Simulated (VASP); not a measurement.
Wanted: the native input for a VASP 6.6.1 run.

```yaml
Task: band structure
Functional: r2SCANh
Potentials_or_basis: VASP PAW PBE potentials, release 64 (Al)
Cutoff: 520 eV
k_mesh: 6 × 6 × 6
Occupations: fermi-dirac, width 0.05 eV
Spin: no spin polarisation
Grid_for_exact_exchange_PRECFOCK: Fast
Exchange_at_q_=_0: default
Further_INCAR_settings: ALGO = Normal; EDIFF = 1e-06
```

Crystal: Al.

```
CELL_PARAMETERS angstrom
0.00000 2.02481 2.02481
2.02481 0.00000 2.02481
2.02481 2.02481 0.00000
ATOMIC_POSITIONS crystal
Al 0.00000 0.00000 0.00000
```

One way to write it, as run:

POSCAR

```
Al
1.0
    0.0000000000      2.0248050000      2.0248050000
    2.0248050000      0.0000000000      2.0248050000
    2.0248050000      2.0248050000      0.0000000000
Al
1
Direct
    0.0000000000      0.0000000000      0.0000000000
```

INCAR.step1

```
SYSTEM = Al
ALGO     = Normal         ! electronic algorithm
EDIFF    = 1E-5           ! SCF threshold, eV
ENCUT    = 520            ! plane-wave cutoff, eV
GGA      = PE             ! functional
ISIF     = 2              ! what is computed and relaxed
ISMEAR   = -1             ! smearing method
LASPH    = .True.         ! aspherical terms in the spheres
LCHARG   = .False.        ! write CHGCAR
LREAL    = .False.        ! projectors in reciprocal space
LWAVE    = .True.         ! write WAVECAR
NELM     = 60             ! most SCF steps
PREC     = Accurate       ! precision mode
SIGMA    = 0.05           ! smearing width, eV
```

INCAR.step2

```
SYSTEM = Al
AEXX     = 0.1            ! exact-exchange fraction
ALGO     = Normal         ! electronic algorithm
EDIFF    = 1E-6           ! SCF threshold, eV
ENCUT    = 520            ! plane-wave cutoff, eV
ISIF     = 2              ! what is computed and relaxed
ISMEAR   = -1             ! smearing method
ISTART   = 1            
LASPH    = .True.         ! aspherical terms in the spheres
LCHARG   = .False.        ! write CHGCAR
LHFCALC  = .True.         ! exact exchange
LMIXTAU  = .True.       
LREAL    = .False.        ! projectors in reciprocal space
LWAVE    = .False.        ! write WAVECAR
METAGGA  = R2SCAN         ! meta-GGA
NELM     = 60             ! most SCF steps
PREC     = Accurate       ! precision mode
PRECFOCK = Fast         
SIGMA    = 0.05           ! smearing width, eV
```

KPOINTS

```
k-points
0
Gamma
  6 6 6
  0 0 0
```

KPOINTS_OPT

```
path GXWKGLUWLK,UX
12
line-mode
reciprocal
 0.0000000000  0.0000000000  0.0000000000  G
 0.5000000000  0.0000000000  0.5000000000  X

 0.5000000000  0.0000000000  0.5000000000  X
 0.5000000000  0.2500000000  0.7500000000  W

 0.5000000000  0.2500000000  0.7500000000  W
 0.3750000000  0.3750000000  0.7500000000  K

 0.3750000000  0.3750000000  0.7500000000  K
 0.0000000000  0.0000000000  0.0000000000  G

 0.0000000000  0.0000000000  0.0000000000  G
 0.5000000000  0.5000000000  0.5000000000  L

 0.5000000000  0.5000000000  0.5000000000  L
 0.6250000000  0.2500000000  0.6250000000  U

 0.6250000000  0.2500000000  0.6250000000  U
 0.5000000000  0.2500000000  0.7500000000  W

 0.5000000000  0.2500000000  0.7500000000  W
 0.5000000000  0.5000000000  0.5000000000  L

 0.5000000000  0.5000000000  0.5000000000  L
 0.3750000000  0.3750000000  0.7500000000  K

 0.6250000000  0.2500000000  0.6250000000  U
 0.5000000000  0.0000000000  0.5000000000  X
```

Potentials or basis: VASP PAW PBE potentials, release 64 (Al).

Run with:

```console
$ cat potpaw_PBE.64/Al/POTCAR > POTCAR
$ cp INCAR.step1 INCAR
$ mpirun -np 1 vasp_std > vasp.out
$ cp INCAR.step2 INCAR
$ mpirun -np 1 vasp_std > vasp.out
```

It gave:

```json
{"Pressure": "-3.2 GPa"}
```

Caveat: the k mesh is coarse (spacing up to 0.45 Å⁻¹), so the values aren't converged, least of all with exact exchange; an unscreened hybrid on a path of extra k points without a Coulomb cutoff has errors near the mesh points, so the bands along the path aren't reliable; the PAW data sets were made with another functional, which shifts forces and pressure a little.

Wall time 5.1 min on 1 thread of Intel(R) Xeon(R) Platinum 8259CL CPU @ 2.50GHz (Skylake/Cascade Lake), with other jobs on the host, peak memory 0.16 GiB.
